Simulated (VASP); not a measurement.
A run of VASP 6.6.1:

The input INCAR:

```
ALGO = Normal
EDIFF = 1E-7
EDIFFG = -0.001
ENCUT = 600
GGA = PS
IBRION = 2
ISIF = 3
ISMEAR = 0
LASPH = T
LCHARG = F
LREAL = F
LWAVE = F
NELM = 100
NSW = 80
PREC = Accurate
SIGMA = 0.01
```

File KPOINTS:

```
k-points
0
Gamma
  8 8 8
```

Contents of POSCAR:

```
AlP
1.0
    0.0000000000      2.7351727429      2.7351727429
    2.7351727429      0.0000000000      2.7351727429
    2.7351727429      2.7351727429      0.0000000000
Al P
1 1
Direct
    0.0000000000      0.0000000000      0.0000000000
    0.7500000000      0.7500000000      0.7500000000
```

Potentials or basis: VASP PAW PBE potentials, release 64 (Al, P).

Run with:

```sh
$ cat potpaw_PBE.64/Al/POTCAR potpaw_PBE.64/P/POTCAR > POTCAR
$ mpirun -np 1 vasp_std > vasp.out
```

Hardware: 1 thread of Intel(R) Xeon(R) 6975P-C (Granite Rapids), with other jobs on the host.

Question: Estimate the wall time of this run.

Answer: Run time: 9.7 s on 1 thread of Intel(R) Xeon(R) 6975P-C (Granite Rapids), with other jobs on the host, peak memory 0.17 GiB. Counts: scf iterations 23, k points 29, ion steps 3.
